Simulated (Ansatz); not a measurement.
# AlN: properties at the relaxed cell

This session takes AlN and sets out to repeat the electronic structure at other levels of theory.

Method: DFT PBE and HSE06 and PBE0 (the runs whose input is shown use HSE06 and PBE0), scalar-relativistic, plane waves, PAW, in Ansatz 0.2.0.

2 further runs of the same task are left out: 2 set aside as unsound or not needed.

## 1. The system as given

It takes space group F-43m (No. 216, cubic). The conventional cell has a = 4.403 Å, b = 4.403 Å, c = 4.403 Å, α = 90.00°, β = 90.00°, γ = 90.00°. Around Al (site symmetry -43m) lie 4 N at 1.91 Å. Around N (site symmetry -43m) lie 4 Al at 1.91 Å.

Structure file:

```
CELL_PARAMETERS angstrom
0.00000 2.20159 2.20159
2.20159 0.00000 2.20159
2.20159 2.20159 0.00000
ATOMIC_POSITIONS crystal
Al 0.00000 0.00000 0.00000
N 0.75000 0.75000 0.75000
```

It goes back to an entry of the Materials Project, which need not be the stable form.

It is the result of an earlier relaxation at this level (volume 10.67 Å³/atom; gap on the mesh: 3.31 eV).

## 2. The same geometry with HSE06

The input, input.yaml:

```yaml
crystal:
  lattice:
    - [0.0, 2.2015871003, 2.2015871003]
    - [2.2015871003, 0.0, 2.2015871003]
    - [2.2015871003, 2.2015871003, 0.0]
  atoms:
    - { symbol: Al, position: [0.0, 0.0, 0.0] }
    - { symbol: "N", position: [0.75, 0.75, 0.75] }
basis:
  ecutwfc: 420
kpoints:
  mp_grid: { grid: [8, 8, 8] }
  band_path:
    path:
      - [[0.0, 0.0, 0.0], [-0.5, -0.5, 0.0], [-0.375, -0.375, 0.25]]
      - [[-0.375, 0.0, 0.375], [0.0, 0.0, 0.0], [0.0, 0.0, 0.5], [-0.5, -0.25, 0.25], [-0.5, -0.5, 0.0]]
    npoints: 4
hamiltonian:
  xc: hse06
scf:
  occupations: { method: gaussian, width: 0.02 }
output:
  forces: true
  stress: true
  eigenvalues: true
  populations: true
  dos: { projected: true, de: 0.02 }
  bader: false
  write_density: true
  write_potential: true
  elf: true
  volumetric_format: npy
```

The run is started by

```console
$ ansatz run input.yaml --threads 2 --pin off --max-ram 5120MiB --backend cpu --events-out ev --progress --plain --runs-dir out
```

## 3. The same geometry with PBE0

input.yaml: that of step 2 with these lines changed.

```diff
@@ -18,3 +18,3 @@
 hamiltonian:
-  xc: hse06
+  xc: pbe0
 scf:
```

(Steps that only read results are left out.)

Q: Predict the outcome of this session. Wanted: gap (for each run or level that gives them).

The runs gave:

| quantity | value |
| --- | --- |
| gap (HSE06) | 4.53 eV, indirect on the path |
| gap (PBE0) | 5.26 eV, indirect on the path |

In words: The gap runs from 4.53 eV with HSE06 to 5.26 eV with PBE0. Exact exchange in PBE0 widens it by 0.73 eV. At this fixed cell PBE0 gives -5.3 GPa, so it would relax to a smaller volume.
